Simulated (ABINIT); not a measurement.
Ti:

```
Ti
1.0
    -1.64100    1.64100    1.64100
     1.64100   -1.64100    1.64100
     1.64100    1.64100   -1.64100
Ti
1
Direct
  0.00000 0.00000 0.00000
```

This isn't the form of Ti at room conditions, which is hcp.

Base run:

```yaml
Program: ABINIT 10.8.3 (patched build)
Functional: PBEsol
Potentials_or_basis: JTH PAW PBE v2.0
Cutoff: 408 eV
k_mesh: 14 × 14 × 14
Occupations: fermi-dirac, width 0.05 eV
Spin: no spin polarisation
```

Its results: band gap on the k mesh none (metal or under the smearing width); pressure -6.4 GPa.

Problem. After a change of settings the same cell gave: band gap on the k mesh none (metal or under the smearing width); pressure -5.6 GPa. Which change was it?
A. functional from PBEsol to WC; k mesh from 14 × 14 × 14 to 11 × 11 × 11
B. k mesh from 14 × 14 × 14 to 4 × 4 × 4
C. functional from PBEsol to revPBE; k mesh from 14 × 14 × 14 to 11 × 11 × 11
D. potentials or basis from JTH PAW PBE v2.0 to PseudoDojo NC SR PBEsol v0.4.1 standard; cutoff from 408 eV to 1143 eV; k mesh from 14 × 14 × 14 to 11 × 11 × 11

Solution. B.

Caveats: some runs use coarse meshes; the PAW data sets were made with another functional, which shifts forces and pressure a little.
